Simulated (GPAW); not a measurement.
Input of a GPAW 26.7.0 run:

The input run.py:

```python
import numpy as np
from ase.dft.bandgap import bandgap
from ase.io import read, write
from ase.units import GPa
from gpaw import GPAW, PW, setup_paths
from gpaw.spinorbit import soc_eigenstates

setup_paths.insert(0, '.')

atoms = read('GaN.cif')

calc = GPAW(mode=PW(800),
            xc='GGA_X_B88+GGA_C_P86',
            kpts={'size': (7, 7, 4), 'gamma': True},
            occupations={'name': 'fermi-dirac', 'width': 0.05},
            nbands=18,
            convergence={'density': 1e-05, 'energy': 1e-05},
            maxiter=150,
            txt='gpaw.txt')
atoms.calc = calc
energy = atoms.get_potential_energy()
forces = atoms.get_forces()
stress = atoms.get_stress()
calc.write('gs.gpw')
write('result.traj', atoms)
print(f'Energy: {energy:.6f} eV')
print('Forces (eV/A):')
print(forces.round(4))
print('Stress (GPa):', (stress / GPa).round(3))
print('Fermi level:', round(calc.get_fermi_level(), 4), 'eV')
print(f'Gap: {bandgap(calc)[0]:.4f} eV, direct: {bandgap(calc, direct=True)[0]:.4f} eV')

path = atoms.cell.bandpath('GMKGALHA,LM,KH', npoints=100, eps=1e-4)
bs_calc = calc.fixed_density(kpts=path, symmetry='off', nbands=29,
                             convergence={'bands': 'CBM+6.0', 'eigenstates': 1e-6}, txt='bands.txt')
bs = bs_calc.band_structure()
bs.write('bs.json')
print(f'Gap on the path: {bandgap(bs_calc)[0]:.4f} eV')

soc = soc_eigenstates(bs_calc, theta=0, phi=0)
np.savetxt('soc_bands.dat', soc.eigenvalues(), fmt='%.4f')
mesh = soc_eigenstates('gs.gpw', theta=0, phi=0)
np.savetxt('soc_mesh.dat', mesh.eigenvalues(), fmt='%.4f')
print('Fermi level with spin-orbit coupling:', round(mesh.fermi_level, 4), 'eV')
```

File GaN.cif:

```cif
data_GaN
_cell_length_a 3.18000000
_cell_length_b 3.18000000
_cell_length_c 5.16600000
_cell_angle_alpha 90.00000000
_cell_angle_beta 90.00000000
_cell_angle_gamma 120.00000000
_space_group_name_H-M_alt 'P1'
_space_group_name_Hall 'P 1'
_space_group_IT_number 1
loop_
_space_group_symop_operation_xyz
'x,y,z'
loop_
_atom_site_label
_atom_site_type_symbol
_atom_site_symmetry_multiplicity
_atom_site_Wyckoff_symbol
_atom_site_fract_x
_atom_site_fract_y
_atom_site_fract_z
_atom_site_occupancy
Ga1 Ga 1 a 0.6666666667 0.3333333333 0.5000000000 1
Ga2 Ga 1 a 0.3333333333 0.6666666667 0.0000000000 1
N1 N 1 a 0.6666666667 0.3333333333 0.8750000000 1
N2 N 1 a 0.3333333333 0.6666666667 0.3750000000 1
```

Potentials or basis: PAW data sets generated in the run's folder for this functional, pw.

Command:

```sh
$ gpaw-setup -f GGA_X_B88+GGA_C_P86 Ga N
$ OMP_NUM_THREADS=1 python run.py
```

(1) Predict the pressure.

(2) What does it give for the band gap along the path?

(3) Predict the band gap on the k mesh.

Answers

(1) 14.9 GPa.

(2) 2.08 eV, direct.

(3) 2.08 eV, direct.

Caveat: spin-orbit coupling was added after a scalar SCF, so levels and gaps hold it while energy, forces, pressure and moments don't; this program's spin-orbit splittings come out too wide for heavy elements.

**The experiment to reproduce.**

From “Studying electronic properties in GaN without electrical contacts using γ-γ vs e−-γ Perturbed Angular Correlations”, 2019, pmc:6823545, for a bulk crystal of GaN: band gap 3.503 ± 0.005 eV (direct).

Measured gap of GaN: 3.503 eV (direct; quoted in “Studying electronic properties in GaN without electrical contacts using γ-γ vs e−-γ Perturbed Angular Correlations”, 2019, pmc:6823545). This calculation gives 2.08 eV (-1.42 eV). The value is that of BP86, without temperature or zero-point motion.
